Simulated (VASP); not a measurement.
# Co (P6_3/mmc) in VASP: further runs

The runs below take Co through single point, with LDA.

Program: VASP 6.6.1. These are calculated values, not measurements. Logs are shortened: lines on timing, memory, paths and dates and some standing lists are left out, and cuts for length are marked.

### Step 1. The undisturbed crystal

The structure is hexagonal, space group P6_3/mmc (No. 194). Conventional cell: a = 2.472 Å, b = 2.472 Å, c = 4.021 Å, α = 90.00°, β = 90.00°, γ = 120.00°. Around Co (site symmetry -6m2) lie 12 Co at 2.47 Å.

### Step 2. Single point, LDA, collinear spin, ferromagnetic start (grid = ENCUT=400 dk=0.27 cell=3x3x2 ISMEAR=1 SIGMA=0.1 LREAL=Auto EDIFF=1e-06)

The input, INCAR:

```
SYSTEM = Co
ALGO = Fast ; EDIFF = 1E-6
ENCUT = 400 ; ISIF = 2
ISMEAR = 1 ; ISPIN = 2
KPAR = 2 ; LASPH = .TRUE.
LCHARG = .FALSE. ; LMAXMIX = 4
LORBIT = 11 ; LREAL = Auto
LWAVE = .FALSE. ; MAGMOM = 2 2 2 2 2 2 2 2 2 2 2 2 2 2 2 2 2 2 2 2 2 2 2 2 2 2 2 2 2 2 2 2 2 2 2 2
NBANDS = 197 ; NCORE = 1
NELM = 120 ; PREC = Accurate
SIGMA = 0.1
```

The input, KPOINTS:

```
k-points
0
G
  4 4 3
  0 0 0
```

The input, POSCAR:

```
Co
1.0
    7.4159997096      0.0000000000      0.0000000000
   -3.7079998548      6.4224441429      0.0000000000
    0.0000000000      0.0000000000      8.0422881600
Co
36
Direct
    0.2222222222      0.1111111111      0.3750000000
    0.2222222222      0.1111111111      0.8750000000
    0.2222222222      0.4444444444      0.3750000000
    0.2222222222      0.4444444444      0.8750000000
    0.2222222222      0.7777777778      0.3750000000
    0.2222222222      0.7777777778      0.8750000000
    0.5555555556      0.1111111111      0.3750000000
    0.5555555556      0.1111111111      0.8750000000
    0.5555555556      0.4444444444      0.3750000000
    0.5555555556      0.4444444444      0.8750000000
    0.5555555556      0.7777777778      0.3750000000
    0.5555555556      0.7777777778      0.8750000000
    0.8888888889      0.1111111111      0.3750000000
    0.8888888889      0.1111111111      0.8750000000
    0.8888888889      0.4444444444      0.3750000000
    0.8888888889      0.4444444444      0.8750000000
    0.8888888889      0.7777777778      0.3750000000
    0.8888888889      0.7777777778      0.8750000000
    0.1111111111      0.2222222222      0.1250000000
    0.1111111111      0.2222222222      0.6250000000
    0.1111111111      0.5555555556      0.1250000000
    0.1111111111      0.5555555556      0.6250000000
    0.1111111111      0.8888888889      0.1250000000
    0.1111111111      0.8888888889      0.6250000000
    0.4444444444      0.2222222222      0.1250000000
    0.4444444444      0.2222222222      0.6250000000
    0.4444444444      0.5555555556      0.1250000000
    0.4444444444      0.5555555556      0.6250000000
    0.4444444444      0.8888888889      0.1250000000
    0.4444444444      0.8888888889      0.6250000000
    0.7777777778      0.2222222222      0.1250000000
    0.7777777778      0.2222222222      0.6250000000
    0.7777777778      0.5555555556      0.1250000000
    0.7777777778      0.5555555556      0.6250000000
    0.7777777778      0.8888888889      0.1250000000
    0.7777777778      0.8888888889      0.6250000000
```

Potentials or basis: VASP PAW LDA potentials, release 64 (Co).

Started as:

```
> cat potpaw_LDA.64/Co/POTCAR > POTCAR
> mpirun -np 4 vasp_std > vasp.out
```

OUTCAR:

```text
SYSTEM = Co
   EDIFF = 1E-6
   ENCUT = 400
   ISIF = 2
   ISMEAR = 1
   ISPIN = 2
   LASPH = .TRUE.
   LORBIT = 11
   LREAL = Auto
   NELM = 120
   PREC = Accurate

 Found      8 irreducible k-points:

 Following reciprocal coordinates:
            Coordinates               Weight
  0.000000  0.000000  0.000000      1.000000
  0.250000  0.000000  0.000000      6.000000
  0.500000  0.000000  0.000000      3.000000
  0.250000  0.250000  0.000000      6.000000
  0.000000  0.000000  0.333333      2.000000
  0.250000  0.000000  0.333333     12.000000
   k-points           NKPTS =      8   k-points in BZ     NKDIM =      8   number of bands    NBANDS=    198
   number of dos      NEDOS =    301   number of ions     NIONS =     36
   total plane-waves  NPLWV = 124416
   dimension x,y,z NGX =    48 NGY =   48 NGZ =   54
   dimension x,y,z NGXF=    96 NGYF=   96 NGZF=  108
   ions per type =              36
   NGX,Y,Z   is equivalent  to a cutoff of  10.76, 10.76, 11.16 a.u.
   NGXF,Y,Z  is equivalent  to a cutoff of  21.52, 21.52, 22.33 a.u.
 SYSTEM =  Co
   PREC   = accura    normal or accurate (medium, high low for compatibility)
   ISTART =      0    job   : 0-new  1-cont  2-samecut
   ICHARG =      2    charge: 1-file 2-atom 10-const
   ISPIN  =      2    spin polarized calculation?
   LNONCOLLINEAR =      F non collinear calculations
   LSORBIT =      F    spin-orbit coupling
   LASPH  =      T    aspherical Exc in radial PAW
   ENCUT  =  400.0 eV  29.40 Ry    5.42 a.u.  12.09 12.09 13.11*2*pi/ulx,y,z
   NELM   =    120;   NELMIN=  2; NELMDL= -5     # of ELM steps
   EDIFF  = 0.1E-05   stopping-criterion for ELM
   LREAL  =      T    real-space projection
   EDIFFG = 0.1E-04   stopping-criterion for IOM
   NSW    =      0    number of steps for IOM
   IBRION =     -1    ionic relax: 0-MD 1-quasi-New 2-CG
   NFREE  =      0    steps in history (QN), initial steepest desc. (CG)
   ISIF   =      2    stress and relaxation
   ISYM   =      2    0-nonsym 1-usesym 2-fastsym
   POTIM  = 0.5000    time-step for ionic-motion
   TEBEG  =    0.0;   TEEND  =   0.0 temperature during run
   PSTRESS=    0.0 pullay stress
   NELECT =     324.0000    total number of electrons
   NUPDOWN=      -1.0000    fix difference up-down
   EMIN   =  10.00;   EMAX   =-10.00  energy-range for DOS
   EFERMI =   0.00;   METHOD = LEGACY
   ISMEAR =     1;   SIGMA  =   0.10  broadening in eV -4-tet -1-fermi 0-gaus
   EFERMI_NEDOS =   21; number of points for ismear=-14 and -15
   IALGO  =     68    algorithm
   IMIX   =      4    mixing-type and parameters
     AMIX     =   0.40;   BMIX     =  1.00
     AMIX_MAG =   1.60;   BMIX_MAG =  1.00
  volume/ion in A,a.u.               =      10.64        71.80
  Fermi-wavevector in a.u.,A,eV,Ry     =   1.548246  2.925761 32.614055  2.397065
  Thomas-Fermi vector in A             =   2.653224
   LORBIT       =     11    0 simple, 1 ext, 2 COOP (PROOUT), +10 PAW based schemes
   GGA     = CA    functional components
   LHFCALC =     F    Hartree Fock is set to
   AEXX    =    0.0000 exact exchange contribution
   IVDW    =     0    specifies the selected vdW correction
   LEPSILON=     F    determine dielectric tensor
   LRPA    =     F    only Hartree local field effects (RPA)
 spin polarized calculation
 RMM-DIIS sequential band-by-band and
 Methfessel and Paxton  Order N= 1 SIGMA  =   0.10
  energy-cutoff  :      400.00
  volume of cell :      383.04
 maximum number of plane-waves:      6974
   NGX = 25   NGY = 25   NGZ = 27

 number of electron     324.0000111 magnetization      53.1044442

 Free energy of the ion-electron system (eV)
  ---------------------------------------------------
  ext. energy  EPLUGINS =         0.00000000
  ---------------------------------------------------
  free energy    TOTEN  =      -291.28167171 eV

  energy without entropy =     -291.29519564  energy(sigma->0) =     -291.28617968

 E-fermi :  10.1912     XC(G=0): -13.8539

 val. band max:       10.1888384718   @ k =   0.2500   0.2500   0.0000
 cond. band min:      10.1919018200   @ k =   0.0000   0.0000   0.0000
 fundamental gap:      0.0030633482
 Fermi energy:        10.1911589909

 spin component 1

 k-point     1 :       0.0000    0.0000    0.0000
  band No.  band energies     occupation
      1       1.1731      1.00000
      2       3.4314      1.00000
      3       3.4314      1.00000
      4       4.4053      1.00000
      5       4.4053      1.00000
      6       4.4053      1.00000
[... 166 lines left out ...]
    173       9.4742      1.00000
    174       9.4742      1.00000

 k-point     2 :       0.2500    0.0000    0.0000
  band No.  band energies     occupation
      1       1.4210      1.00000
      2       3.2209      1.00000
      3       3.6440      1.00000
      4       3.6440      1.00000
      5       3.9842      1.00000
      6       3.9842      1.00000
[... 166 lines left out ...]
    173       9.6997      1.00000
    174       9.7107      1.00000

 k-point     3 :       0.5000    0.0000    0.0000
  band No.  band energies     occupation
      1       2.1376      1.00000
      2       2.1376      1.00000
      3       3.8361      1.00000
      4       3.8361      1.00000
      5       4.2166      1.00000
      6       4.2166      1.00000
[... 166 lines left out ...]
    173       9.7548      1.00000
    174       9.7548      1.00000

 k-point     4 :       0.2500    0.2500    0.0000
  band No.  band energies     occupation
      1       1.9042      1.00000
      2       2.8129      1.00000
      3       2.8129      1.00000
      4       4.0402      1.00000
      5       4.0402      1.00000
      6       4.6898      1.00000
[... 166 lines left out ...]
    173       9.7528      1.00000
    174       9.7528      1.00000

 k-point     5 :       0.0000    0.0000    0.3333
  band No.  band energies     occupation
      1       1.4541      1.00000
      2       2.2591      1.00000
      3       4.5072      1.00000
      4       4.5072      1.00000
      5       4.5072      1.00000
      6       4.5072      1.00000
[... 166 lines left out ...]
    173       9.4919      1.00000
    174       9.4919      1.00000

 k-point     6 :       0.2500    0.0000    0.3333
  band No.  band energies     occupation
      1       1.6976      1.00000
      2       2.4900      1.00000
      3       3.4376      1.00000
      4       4.0419      1.00000
      5       4.1512      1.00000
      6       4.1512      1.00000
[... 166 lines left out ...]
    173       9.6428      1.00000
    174       9.6742      1.00000

 [... further k-points ...]

 spin component 2

 k-point     1 :       0.0000    0.0000    0.0000
  band No.  band energies     occupation
      1       1.3354      1.00000
      2       3.6520      1.00000
      3       3.6520      1.00000
      4       4.7239      1.00000
      5       4.7239      1.00000
      6       4.7239      1.00000
[... 166 lines left out ...]
    173      11.0001     -0.00000
    174      11.0001     -0.00000

 k-point     2 :       0.2500    0.0000    0.0000
  band No.  band energies     occupation
      1       1.5843      1.00000
      2       3.4198      1.00000
      3       3.8684      1.00000
      4       3.8684      1.00000
      5       4.2265      1.00000
      6       4.2265      1.00000
[... 166 lines left out ...]
    173      11.2429     -0.00000
    174      11.2513     -0.00000

 k-point     3 :       0.5000    0.0000    0.0000
  band No.  band energies     occupation
      1       2.3072      1.00000
      2       2.3072      1.00000
      3       4.0539      1.00000
      4       4.0539      1.00000
      5       4.4679      1.00000
      6       4.4679      1.00000
[... 166 lines left out ...]
    173      11.2951     -0.00000
    174      11.2951     -0.00000

 k-point     4 :       0.2500    0.2500    0.0000
  band No.  band energies     occupation
      1       2.0708      1.00000
      2       2.9943      1.00000
      3       2.9943      1.00000
      4       4.2786      1.00000
      5       4.2786      1.00000
      6       4.9930      1.00000
[... 166 lines left out ...]
    173      11.2817     -0.00000
    174      11.2817     -0.00000

 k-point     5 :       0.0000    0.0000    0.3333
  band No.  band energies     occupation
      1       1.6175      1.00000
      2       2.4313      1.00000
      3       4.8733      1.00000
      4       4.8733      1.00000
      5       4.8733      1.00000
      6       4.8733      1.00000
[... 166 lines left out ...]
    173      11.0363     -0.00000
    174      11.0363     -0.00000

 k-point     6 :       0.2500    0.0000    0.3333
  band No.  band energies     occupation
      1       1.8625      1.00000
      2       2.6647      1.00000
      3       3.6499      1.00000
      4       4.3041      1.00000
      5       4.4206      1.00000
      6       4.4206      1.00000
[... 166 lines left out ...]
    173      11.1612     -0.00000
    174      11.1776     -0.00000

 [... further k-points ...]

 [bands above 174 left out]

------------------------ aborting loop because EDIFF is reached ----------------------------------------

  FORCE on cell =-STRESS in cart. coord.  units (eV):
  Direction    XX          YY          ZZ          XY          YZ          ZX
  --------------------------------------------------------------------------------------
  -------------------------------------------------------------------------------------
  Total      -37.3044358    -37.3044358    -45.8669419      0.0000000      0.0000000      0.0000000
  in kB     -156.0347710   -156.0347710   -191.8495117      0.0000000      0.0000000      0.0000000
  external PRESSURE =    -167.9730179 kB  Pullay stress =       0.0000000 kB

 VOLUME and BASIS-vectors are now :
 -----------------------------------------------------------------------------
  energy-cutoff  :      400.00
  volume of cell :      383.04
      direct lattice vectors                 reciprocal lattice vectors
     7.415999710  0.000000000  0.000000000     0.134843587  0.077851981  0.000000000
    -3.707999855  6.422444143  0.000000000     0.000000000  0.155703962  0.000000000
     0.000000000  0.000000000  8.042288160     0.000000000  0.000000000  0.124342722

 POSITION                                       TOTAL-FORCE (eV/Angst)
 -----------------------------------------------------------------------------------
      1.23600      0.71360      3.01586        -0.000000     -0.000000      0.000000
      1.23600      0.71360      7.03700        -0.000000      0.000000     -0.000000
      0.00000      2.85442      3.01586        -0.000000     -0.000000      0.000000
      0.00000      2.85442      7.03700        -0.000000     -0.000000     -0.000000
     -1.23600      4.99523      3.01586        -0.000000     -0.000000      0.000000
     -1.23600      4.99523      7.03700        -0.000000     -0.000000     -0.000000
[... 28 lines left out ...]
      2.47200      5.70884      1.00529         0.000000      0.000000      0.000000
      2.47200      5.70884      5.02643         0.000000      0.000000     -0.000000
 -----------------------------------------------------------------------------------
    total drift:                                0.000000      0.000000      0.000000

  FREE ENERGIE OF THE ION-ELECTRON SYSTEM (eV)
  ---------------------------------------------------
  free  energy   TOTEN  =      -291.2816717085 eV

  energy  without entropy=     -291.2951956353  energy(sigma->0) =     -291.28617968

 total charge

# of ion       s       p       d       tot
------------------------------------------
    1        0.495   0.532   7.291   8.318
    2        0.495   0.532   7.291   8.318
    3        0.495   0.532   7.291   8.318
    4        0.495   0.532   7.291   8.318
    5        0.495   0.532   7.291   8.318
    6        0.495   0.532   7.291   8.318
[... 28 lines left out ...]
   35        0.495   0.532   7.291   8.318
   36        0.495   0.532   7.291   8.318
--------------------------------------------------
tot         17.804  19.150 262.483 299.437

 magnetization (x)

# of ion       s       p       d       tot
------------------------------------------
    1       -0.014  -0.040   1.533   1.478
    2       -0.014  -0.040   1.533   1.478
    3       -0.014  -0.040   1.533   1.478
    4       -0.014  -0.040   1.533   1.478
    5       -0.014  -0.040   1.533   1.478
    6       -0.014  -0.040   1.533   1.478
[... 28 lines left out ...]
   35       -0.014  -0.040   1.533   1.478
   36       -0.014  -0.040   1.533   1.478
--------------------------------------------------
tot         -0.519  -1.453  55.182  53.210
```

Wall time 13 min (4 MPI ranks of Intel Xeon Platinum 8259CL at 2.50GHz (Skylake/Cascade Lake), shared host); peak memory 0.44 GiB.

These settings aren't checked as converged: the numbers below hold their error.

Results:

```
Free energy                                           : -291.2817 eV
Pressure                                              : -16.8 GPa
Net moment                                            : 53.10 μB per cell
Site moments                                          : Co +1.48 μB
Valence electrons inside the program's atomic spheres : Co 8.32
```

Caveat: the bands computed are all filled at some k points, so no gap is given.

### Step 3. Single point, LDA, collinear spin, ferromagnetic start (grid = ENCUT=400 dk=0.6 cell=3x3x2 ISMEAR=1 SIGMA=0.1 LREAL=Auto EDIFF=1e-06)

INCAR is that of step 2.

The input, KPOINTS:

```
k-points
0
G
  2 2 2
  0 0 0
```

POSCAR is that of step 2.

Potentials or basis: VASP PAW LDA potentials, release 64 (Co).

Started as:

```
> cat potpaw_LDA.64/Co/POTCAR > POTCAR
> mpirun -np 4 vasp_std > vasp.out
```

Wall time 8.6 min (4 MPI ranks of Intel Xeon Platinum 8259CL at 2.50GHz (Skylake/Cascade Lake), shared host); peak memory 0.35 GiB.

These settings aren't checked as converged: the numbers below hold their error.

What came out:

- Free energy: -291.9271 eV
- Pressure: -16.6 GPa
- Net moment: 54.16 μB per cell
- Site moments: Co +1.50 μB
- Valence electrons inside the program's atomic spheres: Co 8.32

Caveat: the k mesh is coarse (spacing up to 0.49 Å⁻¹), so the values aren't converged; the bands computed are all filled at some k points, so no gap is given.
